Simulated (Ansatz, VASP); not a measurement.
SnH5 in VASP and in Ansatz

```
Sn H
1.0
     3.94324    0.00000    0.00000
    -1.97162    3.41495    0.00000
     0.00000    0.00000    5.86782
Sn H
1 5
Cartesian
  0.0000 0.0000 2.9339
  0.0000 0.0000 1.2030
  0.0000 0.0000 4.6648
  0.0000 0.0000 0.0000
  0.0000 2.2766 0.0000
  1.9716 1.1383 0.0000
```

Alike in both runs: task single point; functional PBE; k mesh 6 × 6 × 4; occupations gaussian, width 0.1 eV; no spin polarisation.

|  | VASP | Ansatz |
| --- | --- | --- |
| version | VASP 6.6.1 | Ansatz 0.2.0 |
| potentials or method | VASP PAW PBE potentials, release 64 (Sn_d, H) | scalar-relativistic, plane waves, PAW |
| plane-wave cutoff (eV) | 520 | 420 |
| valence electrons in the cell | 19 | 19 |

```tsv
	VASP	Ansatz	Ansatz less VASP
gap on the k mesh at the Fermi level (eV)	none	none	-
pressure (GPa)	-5.1	-4.9	+0.16
largest component of the traceless stress (GPa)	4.58	4.65	+0.069
rms of the force components (eV/Å)	0.837	0.843	+0.0064
```

Atom by atom the forces differ by 0.006 eV/Å (rms over components). A gap of «none» marks a metal or a gap that the smearing closes.

Caveats: forces of over 1 eV/Å show positions far from the minimum, so gaps and moduli don't describe the material at rest.
